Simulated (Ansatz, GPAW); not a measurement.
CaO: 3 runs at one level of theory

```
Ca O
1.0
     0.00000    2.40356    2.40356
     2.40356    0.00000    2.40356
     2.40356    2.40356    0.00000
Ca O
1 1
Direct
  0.00000 0.00000 0.00000
  0.50000 0.50000 0.50000
```

The cell is a database's computed one, not the measured one.

Alike in all runs: task band structure; functional BLYP; k mesh 10 × 10 × 10; occupations fermi-dirac, width 0.05 eV; no spin polarisation; no spin-orbit coupling. Pressure is positive in compression and, in plane waves, holds the error of the finite cutoff, which Ansatz's Pulay term estimates and takes out. Gaps are the smaller of the mesh's and the band path's.

```csv
program and potentials,plane-wave cutoff (eV),notes,band gap (eV),pressure (GPa)
"Ansatz, Ansatz PAW",420,"potentials made for PBE, which Ansatz adapts in part; Pulay term of +0.54 GPa included",3.75,4.32
"GPAW, PAW data sets generated for this functional",800,-,3.78,4.83
"Ansatz, all-electron LAPW, scalar-relativistic",-,-,3.75,4.32
```

The band gap spans 3.75 (Ansatz, all-electron LAPW, scalar-relativistic) to 3.78 eV (GPAW, PAW data sets generated for this functional), with all-electron results at 3.75. The pressure spans 4.32 (Ansatz, all-electron LAPW, scalar-relativistic) to 4.83 GPa (GPAW, PAW data sets generated for this functional), with all-electron results at 4.32. Some sets were made for another functional than the one run, which can shift their rows.

The functional is the same throughout but for its coding, so the spread measures potentials, basis and numerics; runs on potential files found faulty are left out.
